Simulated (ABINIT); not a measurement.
The system is Au.

```
Au
1.0
     0.00000    2.03500    2.03500
     2.03500    0.00000    2.03500
     2.03500    2.03500    0.00000
Au
1
Direct
  0.00000 0.00000 0.00000
```

Program: ABINIT 10.8.3 (patched build). Alike in all runs: no spin polarisation; cell as given; cutoff (eV) 680; smearing fermi-dirac 0.05 eV. Hardware: 1 thread of Arm Neoverse V2, with other jobs on the host.

Task: Order these runs on this cell by their wall time, lowest first.
A. task band structure; level HCTH407; potentials or basis JTH PAW PBE v2.0; k mesh 11 × 11 × 11; mesh quality not flagged
B. task single point; level PBE; potentials or basis JTH PAW PBE v2.0; k mesh 4 × 4 × 4; mesh quality coarse
C. task single point; level LDA; potentials or basis JTH PAW LDA v2.0; k mesh 9 × 9 × 9; mesh quality not flagged

Result: B (5.2 s), C (15 s), A (97 s).

Caveats: some runs use coarse meshes.
